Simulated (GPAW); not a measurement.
Write an ASE script for GPAW 26.7.0 that does the following.

```yaml
Task: equation of state
Functional: AM05
Potentials_or_basis: PAW data sets generated in the run's folder for this functional
Cutoff: 600 eV
Basis: pw
k_mesh: 11 × 11 × 11
Occupations: fermi-dirac, width 0.05 eV
Spin: no spin polarisation
Maxiter: 150
Eos_scales: "[0.94, 0.96, 0.98, 1.0, 1.02, 1.04, 1.06]"
```

The structure of Au lies in POSCAR:

```
Au
1.0
    0.0000000000      2.0350000000      2.0350000000
    2.0350000000      0.0000000000      2.0350000000
    2.0350000000      2.0350000000      0.0000000000
Au
1
Direct
    0.0000000000      0.0000000000      0.0000000000
```

One way to write it, as run:

run.py

```python
from ase.eos import EquationOfState
from ase.io import Trajectory, read
from ase.units import GPa
from gpaw import GPAW, PW, setup_paths

setup_paths.insert(0, '.')

atoms = read('POSCAR')

traj = Trajectory('eos.traj', 'w')
volumes, energies = [], []
for x in [0.94, 0.96, 0.98, 1.0, 1.02, 1.04, 1.06]:
    a = atoms.copy()
    a.set_cell(atoms.cell * x**(1 / 3), scale_atoms=True)
    calc = GPAW(mode=PW(600),
                xc='AM05',
                kpts={'size': (11, 11, 11), 'gamma': True},
                occupations={'name': 'fermi-dirac', 'width': 0.05},
                nbands=14,
                convergence={'density': 1e-05, 'energy': 1e-05},
                maxiter=150,
                txt=f'eos-{x:.2f}.txt')
    a.calc = calc
    energies.append(a.get_potential_energy(force_consistent=True))
    volumes.append(a.get_volume())
    p = -a.get_stress()[:3].mean() / GPa
    calc.write(f'eos-{x:.2f}.gpw')
    traj.write(a)
    print(f'{x:.2f} {volumes[-1]:10.4f} A^3 {energies[-1]:14.6f} eV {p:9.3f} GPa', flush=True)

v0, e0, B = EquationOfState(volumes, energies, eos='birchmurnaghan').fit()
print(f'V0 = {v0:.4f} A^3, E0 = {e0:.6f} eV, B0 = {B / GPa:.2f} GPa')
```

Potentials or basis: PAW data sets generated in the run's folder for this functional, pw.

The run is started by

```bash
$ gpaw-setup -f AM05 Au
$ OMP_NUM_THREADS=1 python run.py
```

Results of the run:

```
Equilibrium volume                      : 17.21 Å³/atom
Bulk modulus                            : 171 GPa
Pressure derivative of the bulk modulus : 5.9
```

Caveat: with this Au data set, volumes or pressures lay over 1.5 % or 2 GPa off other programs in two to four cells of ten.

It took 83 s on 1 thread of Arm Neoverse V1, with other jobs on the host, peak memory 0.19 GiB.
